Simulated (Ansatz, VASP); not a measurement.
Two plane-wave programs on C

Contents of INCAR:

```
PREC = Accurate
ENCUT = 520
EDIFF = 1E-7
ISMEAR = 0
SIGMA = 0.02
LREAL = False
LASPH = True
NELM = 100
ALGO = Normal
ISIF = 2
LWAVE = False
LCHARG = False
GGA = CA
IBRION = 2
NSW = 60
EDIFFG = -0.002
```

KPOINTS

```
regular mesh
0
Gamma
  9 9 6
```

File POSCAR:

```
C
1.0
    2.4360557348      0.0000000000      0.0000000000
   -1.2180278674      2.1096861514      0.0000000000
    0.0000000000      0.0000000000      4.0945232323
C
4
Direct
    0.3333333333      0.6666666667     -0.0002685395
    0.6666666667      0.3333333333      0.4997314605
    0.3333333333      0.6666666667      0.3742685395
    0.6666666667      0.3333333333      0.8742685395
```

Input for Ansatz:

```yaml
crystal:
  lattice:
    - [2.4360557348, 0.0, 0.0]
    - [-1.2180278674, 2.1096861514, 0.0]
    - [0.0, 0.0, 4.0945232323]
  atoms:
    - { symbol: C, position: [0.3333333333, 0.6666666667, -0.0002685394] }
    - { symbol: C, position: [0.6666666667, 0.3333333333, 0.4997314606] }
    - { symbol: C, position: [0.3333333333, 0.6666666667, 0.3742685394] }
    - { symbol: C, position: [0.6666666667, 0.3333333333, 0.8742685394] }
basis:
  ecutwfc: 420
kpoints:
  mp_grid: { grid: [9, 9, 6] }
hamiltonian:
  xc: lda
  pseudopotentials: { kind: paw, azcp: { folder: soft_1 } }
scf:
  occupations: { method: gaussian, width: 0.02 }
output:
  forces: true
  stress: true
  eigenvalues: true
relax:
  adjacent_minimum: "off"
  f_tol: 0.002
  max_steps: 40
```

Change from the starting cell: strained cell.

Alike in both runs: task relaxation of the atoms; functional LDA; k mesh 9 × 9 × 6; occupations gaussian, width 0.02 eV; no spin polarisation.

|  | VASP | Ansatz |
| --- | --- | --- |
| version | VASP 6.6.1 | Ansatz 0.2.0 |
| potentials or method | VASP PAW LDA potentials, release 64 (C) | scalar-relativistic, plane waves, PAW |
| plane-wave cutoff (eV) | 520 | 420 |
| valence electrons in the cell | 16 | 16 |

Ansatz gave:

```
gap on the k mesh at the Fermi level, each at its own relaxed structure (eV) : 2.79
```

**Question.** Estimate VASP's values.

**Answer.** gap on the k mesh at the Fermi level, each at its own relaxed structure (eV): 2.76.

Ansatz warned: «pseudo_functional_mismatch».

Caveats: an odd mesh through Γ misses points on the zone boundary, where band edges often lie.
